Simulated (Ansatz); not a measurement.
**TiSi₂ (Fddd), stationary points along a deformation path**

These are results of DFT PBE, scalar-relativistic, plane waves, PAW (Ansatz 0.2.0), not measurements. Settings: plane waves to 420 eV, k-mesh 14×14×14 (Γ-centred), Gaussian smearing 0.15 eV. No spin polarisation. Energies are free energies at this smearing, counted from the undisturbed cell; pressure is positive in compression.

Zero of the scan (relaxed at this level):

```yaml
crystal:
  lattice:
    - [0.00000, 4.13518, 4.27960]
    - [2.40387, 0.00000, 4.27960]
    - [2.40387, 4.13518, 0.00000]
  atoms:
    - { symbol: Ti, position: [0.75000, 0.75000, 0.75000] }
    - { symbol: Ti, position: [0.50000, 0.50000, 0.50000] }
    - { symbol: Si, position: [0.08682, 0.41318, 0.08682] }
    - { symbol: Si, position: [0.41318, 0.08682, 0.41318] }
    - { symbol: Si, position: [0.16318, 0.83682, 0.16318] }
    - { symbol: Si, position: [0.83682, 0.16318, 0.83682] }
```

At fixed volume and fractional coordinates, lengths along (0.000, 0.000, 1.000) are scaled against those across it; ρ is that ratio over its starting value. V = 14.180 Å³/atom. Δσ is the stress along the axis less the mean stress across it (compression positive).

```
    ρ  ΔE (meV/atom)  Δσ (GPa) space group
0.800          458.9     66.53         Fddd
0.850          247.8     50.87         Fddd
0.920           66.0     26.53         Fddd
0.960           16.4     13.13         Fddd
1.000            0.0      0.41         Fddd
1.050           20.4    -14.25         Fddd
1.100           76.3    -26.02         Fddd
1.200          245.3    -39.51         Fddd
1.300          458.6    -49.75         Fddd
```

How does the stress give the slope of the energy, and where is the energy stationary?

Along the path d ln(length) is 2/3 d ln ρ on the axis and −1/3 d ln ρ across it, so dE/d ln ρ = −(2/3) V Δσ: the energy falls with ρ where Δσ is positive. Δσ vanishes or changes sign between ρ = 1.000 and 1.050, a minimum (near 1.00 by linear interpolation). Pairs of stationary points between two samples would go unseen, and could change a minimum read from distant neighbours into a maximum.

Integrate that slope from ρ = 1 to 0.850 by the trapezoid rule.

With V/N in Å³ and 1 eV/Å³ = 160.2 GPa the slopes at ρ = 1.000, 0.960, 0.920, 0.850 are -24, -775, -1565, -3002 meV/atom per unit of ln ρ. The steps add 16.3 + 49.8 + 180.7 = 246.8 meV/atom, against 247.8 from the energies; the trapezoid rule misses the curvature of the slope within each step.

Forces appear on the atoms along this scan, and letting them relax would lower the energy and soften the response. In a metal these slopes depend on the k mesh and the smearing.

Cost: 9 runs of about 2.5 core-minutes in all, on AMD EPYC 9R45 (Zen 5) (shared hosts).